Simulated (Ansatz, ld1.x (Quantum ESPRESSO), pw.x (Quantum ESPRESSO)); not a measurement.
**What a changed setting does to a pw.x run (diamond As)**

Potential: PAW, ld1.x (Quantum ESPRESSO) 7.5, PBE; core [Ar] 3d10, reference 4s2 4p3; waves: 4s (bound): rcut 1.65, rcutus 1.75 bohr; 4s channel at 0.45 Ry: rcut 1.65, rcutus 1.75 bohr; 4p (bound): rcut 1.30, rcutus 1.80 bohr; 4p channel at 4.85 Ry: rcut 1.30, rcutus 1.80 bohr; 4d channel at 0.05 Ry: rcut 1.80, rcutus 1.95 bohr; 4d channel at 1.65 Ry: rcut 1.80, rcutus 1.95 bohr; local part: all-electron potential smoothed inside 1.95 bohr (lloc = -1); core correction: Bessel-smoothed model core inside 2.00 bohr; augmentation: PSQ, inside the norm-conserving radii.

The reference run (k-mesh 8³, cutoffs 40/320 Ry, Fermi–Dirac 0.01 Ry, mixing_beta 0.4, conv_thr 1e-9, no spin) gives 0.08 GPa at 28.643 Å³/atom, where all-electron LAPW gives 0.02 GPa. This run, with its own iteration cap, changes k-mesh shift to 1.

```
&control
  calculation='scf', prefix='x', pseudo_dir='./', outdir='./tmp', tstress=.true., disk_io='none'
/
&system
  ibrav=0, nat=2, ntyp=1, ecutwfc=40, ecutrho=320, nbnd=12,
  occupations='smearing', smearing='fd', degauss=0.01
/
&electrons
  conv_thr=1e-09, mixing_beta=0.4, electron_maxstep=60
/
ATOMIC_SPECIES
As 1.0 As.UPF
CELL_PARAMETERS angstrom
  0.00000000 3.05965764 3.05965764
  3.05965764 0.00000000 3.05965764
  3.05965764 3.05965764 0.00000000
ATOMIC_POSITIONS crystal
As 0.0000 0.0000 0.0000
As 0.2500 0.2500 0.2500
K_POINTS automatic
8 8 8 1 1 1
```

```bash
pw.x < As.scf.in > As.scf.out
```

**Question.** How does the run end?

**Answer.** It converges in 6 iterations; the free energy moves by -7.7 meV/atom and the pressure by -0.21 GPa.

```
Message from routine setup:
     using ibrav=0 with symmetry is DISCOURAGED, use correct ibrav instead
     lattice parameter (alat)  =       8.1769  a.u.
     unit-cell volume          =     386.5851 (a.u.)^3
     number of electrons       =        10.00
     number of Kohn-Sham states=           12
     kinetic-energy cutoff     =      40.0000  Ry
     charge density cutoff     =     320.0000  Ry
     scf convergence threshold =      1.0E-09
     Exchange-correlation= SLA  PW   PBX  PBC
     number of k points=    60  Fermi-Dirac smearing, width (Ry)=  0.0100
     iteration #  1     ecut=    40.00 Ry     beta= 0.40
     total energy              =    -351.93993884 Ry
     estimated scf accuracy    <       0.01086805 Ry
     iteration #  2     ecut=    40.00 Ry     beta= 0.40
     total energy              =    -351.93958789 Ry
     estimated scf accuracy    <       0.00319402 Ry
     iteration #  3     ecut=    40.00 Ry     beta= 0.40
     total energy              =    -351.93971278 Ry
     estimated scf accuracy    <       0.00005274 Ry
     iteration #  4     ecut=    40.00 Ry     beta= 0.40
     total energy              =    -351.93972619 Ry
     estimated scf accuracy    <       0.00000015 Ry
     iteration #  5     ecut=    40.00 Ry     beta= 0.40
     total energy              =    -351.93972683 Ry
     estimated scf accuracy    <       0.00000002 Ry
     iteration #  6     ecut=    40.00 Ry     beta= 0.40
     the Fermi energy is     4.5448 ev
!    total energy              =    -351.93972684 Ry
     estimated scf accuracy    <          6.8E-10 Ry
     smearing contrib. (-TS)   =      -0.00467594 Ry
     The total energy is F=E-TS. E is the sum of the following terms:
     one-electron contribution =       3.57125453 Ry
     hartree contribution      =       2.75469795 Ry
     xc contribution           =      -9.69866405 Ry
     ewald contribution        =     -23.29158275 Ry
     one-center paw contrib.   =    -325.27075657 Ry
     convergence has been achieved in   6 iterations
          total   stress  (Ry/bohr**3)                   (kbar)     P=       -1.33
     Message from routine punch:
     Nothing written, as per user request (disk_io='none')
```

The run took about 25 s on one core of a shared host (Neoverse-V1, 32 threads, 247 GiB, load 25).
